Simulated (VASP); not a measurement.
Set up this calculation in VASP 6.6.1, as the native input.

```yaml
Task: single point
Functional: PBE
Potentials_or_basis: VASP PAW PBE potentials, release 64 (Ga_d, P)
Cutoff: 520 eV
k_mesh: 6 × 6 × 6
Occupations: gaussian, width 0.1 eV
Spin: no spin polarisation
Dipole_correction: no
Further_INCAR_settings: ALGO = Fast; EDIFF = 1e-06; NBANDS = 60
```

The structure of Ga3P2 lies in POSCAR:

```
Ga3P2
1.0
    3.2348213142      1.8676249565      5.6319979553
   -3.2348213142      1.8676249565      5.6319979553
    0.0000000000     -3.7352499130      5.6319979553
Ga P
6 4
Direct
    0.5358262995      0.9641737005      0.2500000000
    0.2500000000      0.5358262995      0.9641737005
    0.9641737005      0.2500000000      0.5358262995
    0.4641737005      0.0358262995      0.7500000000
    0.7500000000      0.4641737005      0.0358262995
    0.0358262995      0.7500000000      0.4641737005
    0.3608742835      0.3608742835      0.3608742835
    0.1391257165      0.1391257165      0.1391257165
    0.6391257165      0.6391257165      0.6391257165
    0.8608742835      0.8608742835      0.8608742835
```

The cell was built by a generator and needn't be a form met in nature.

These files were run (other wordings do the same):

INCAR

```
ALGO = Fast ; EDIFF = 1E-6
ENCUT = 520 ; GGA = PE
ISIF = 2 ; ISMEAR = 0
LASPH = True ; LCHARG = False
LREAL = False ; LWAVE = False
NBANDS = 60 ; NELM = 100
PREC = Accurate ; SIGMA = 0.1
```

KPOINTS

```
k-points
0
Gamma
  6 6 6
```

Potentials or basis: VASP PAW PBE potentials, release 64 (Ga_d, P).

The run is started by

```bash
$ cat potpaw_PBE.64/Ga_d/POTCAR potpaw_PBE.64/P/POTCAR > POTCAR
$ mpirun -np 1 vasp_std > vasp.out
```

Results of the run:

```json
{"Pressure": "0.2 GPa", "Largest force": "0.004 eV/Å", "Band gap on the k mesh": "none (metal or under the smearing width)"}
```

It took 8.1 min on 1 thread of AMD EPYC 9R45 96-Core Processor (Zen 5), with other jobs on the host, peak memory 0.48 GiB.
